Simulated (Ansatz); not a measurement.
Runs of Ansatz 0.2.0 on O. The structure is trigonal, space group R-3m (No. 166). The conventional cell has a = 3.350 Å, b = 3.350 Å, c = 11.196 Å, α = 90.00°, β = 90.00°, γ = 120.00°. O (site symmetry 3m) is surrounded by 1 O at 1.22 Å. The real solid is made of molecules; this cell is a model form.

| task | level | potentials or basis | cell | k mesh | cutoff (eV) | smearing | other keys | gap on the mesh (eV) | pressure (GPa) | largest force (eV/Å) |
| --- | --- | --- | --- | --- | --- | --- | --- | --- | --- | --- |
| single point | PBE | Ansatz PAW | as given | 9 × 9 × 9 | 420 | fermi-dirac 0.05 eV | - | none | (a) | 0.37 |
| projected density of states | PBE+D3(BJ) | Ansatz PAW earlier set | atoms moved at random, drawn with an rms of 0.15 Å | 7 × 7 × 7 | 930 | tetrahedron | hamiltonian.pseudopotentials = kind paw, source ansatz; … | none | 21.8 | 15.51 |
| density of states | r2SCAN | SSSP efficiency PAW | as given | 9 × 9 × 9 | 680 | gaussian 0.05 eV | - | none | -5.2 | 0.88 |
| Wannier functions | PBEsol+D4 | Ansatz PAW | as given | 9 × 9 × 9 | 420 | tetrahedron uncorrected | scf.occupations.width = left out; … | none | - | - |

Alike in all rows: no spin polarisation.

Estimate the missing entries.

(a) -3.0.

Caveats: spin is off for a triplet molecule; pairwise dispersion overbinds metals, which lowers pressure and volume (some runs); with tetrahedron occupations forces and stress needn't match the slope of the energy (some runs); the PAW data sets come from PBE, with cores solved anew for the run's functional, which leaves a small shift of forces and pressure (some runs).

A gap of «none» marks a metal or a gap under the smearing width.
